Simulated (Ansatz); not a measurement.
CuCl in the zincblende structure, relaxed with r2SCAN: 12 runs in Ansatz, each a construction of maximally localised Wannier functions. Space group F-43m (No. 216), cubic; a = 5.358 Å in the conventional setting, 19.22 Å³ an atom. Cu is surrounded by 4 Cl at 2.32 Å; Cl is surrounded by 4 Cu at 2.32 Å. The values are computed, spin-unpolarised, and not measurements.

```
Cu Cl
1.0
     0.00000    2.67876    2.67876
     2.67876    0.00000    2.67876
     2.67876    2.67876    0.00000
Cu Cl
1 1
Direct
  0.00000 0.00000 0.00000
  0.25000 0.25000 0.25000
```

Windows count from the top of the filled bands; a dash means that no such window was set (without an outer window there is no disentanglement). Rows marked drawn have settings drawn at random (some not listed).

```csv
functional,SCF mesh,trial orbitals,functions,mesh,window (eV),frozen (eV),settings,Ω total (Å²),Ω invariant (Å²),largest spread (Å²),least projectability,"interpolation miss of the model's filled bands (eV, to the nearest computed level)"
PBE,6×6×6,"Cl s, Cl p",4,6×6×6,–,–,chosen,4.71,4.22,1.18,0.62,0.001
PBE,6×6×6,"Cl s, Cl p",4,4×4×4,–,–,chosen,4.49,3.98,1.12,0.62,0.014
PBE,6×6×6,"Cl s, Cl p",4,8×8×8,–,–,chosen,4.79,4.31,1.20,0.62,0.000
PBE,6×6×6,Cl p,3,6×6×6,–,–,chosen,5.00,4.93,1.67,0.62,0.001
PBE,6×6×6,"Cu d, Cl p",8,6×6×6,–,–,chosen,6.92,6.65,1.42,0.90,0.044
PBE,6×6×6,Cu d,5,6×6×6,–,–,chosen,5.26,5.16,1.05,0.62,0.051
r2SCAN,6×6×6,"Cl s, Cl p",4,6×6×6,–,–,chosen,4.62,4.11,1.16,0.63,0.001
r2SCAN,6×6×6,Cl p,3,6×6×6,–,–,chosen,4.89,4.83,1.63,0.63,0.001
HSE06,6×6×6,"Cl s, Cl p",4,6×6×6,–,–,chosen,5.05,4.59,1.26,0.54,–
HSE06,6×6×6,Cl p,3,6×6×6,–,–,chosen,5.38,5.28,1.79,0.54,–
PBE,6×6×6,"Cl s, Cl p, Cu s, Cu p",8,6×6×6,-18.3 to +19.8,–,drawn,13.26,10.90,2.23,0.57,0.368
PBE,6×6×6,"Cl s, Cl p",4,3×3×3,–,–,drawn,4.22,3.71,1.05,0.62,0.116
```

1 of the rows take their functions from a window without a frozen part or with a poor projection: such a subspace needn't follow the bands named, so its spread can't be set beside the others.

A dash in the last column means that the miss wasn't evaluated.

For Cl s, Cl p with PBE the spread goes 4.49 Å² (4×4×4), 4.71 Å² (6×6×6), 4.79 Å² (8×8×8): finite differences on a coarse mesh understate it.
